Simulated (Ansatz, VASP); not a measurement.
GaN: VASP beside Ansatz

```xyz
4
Lattice="3.1826 0.0000 0.0000 -1.5913 2.7562 0.0000 0.0000 0.0000 5.1854" Properties=species:S:1:pos:R:3 pbc="T T T"
Ga    0.0000    1.8375   -0.0042
Ga    1.5913    0.9187    2.5885
N     0.0000    1.8375    1.9487
N     1.5913    0.9187    4.5414
```

Alike in both runs: task single point; functional PBEsol; k mesh 12 × 12 × 6; occupations gaussian, width 0.02 eV; no spin polarisation.

|  | VASP | Ansatz |
| --- | --- | --- |
| version | VASP 6.6.1 | Ansatz 0.2.0 |
| potentials or method | VASP PAW PBE potentials, release 64 (Ga_d, N) | scalar-relativistic, plane waves, PAW |
| plane-wave cutoff (eV) | 520 | 420 |
| valence electrons in the cell | 36 | 36 |

Ansatz gave:

```
gap on the k mesh at the Fermi level (eV) : 1.88
least direct gap on the mesh (eV)         : 1.88
pressure (GPa)                            : 0.0
```

Which values does VASP return?

gap on the k mesh at the Fermi level (eV): 1.89; least direct gap on the mesh (eV): 1.89; pressure (GPa): -0.1.

Caveats: the PAW data sets were made with another functional, which shifts forces and pressure a little (VASP). As with any semilocal functional, this PBEsol gap is likely too small.
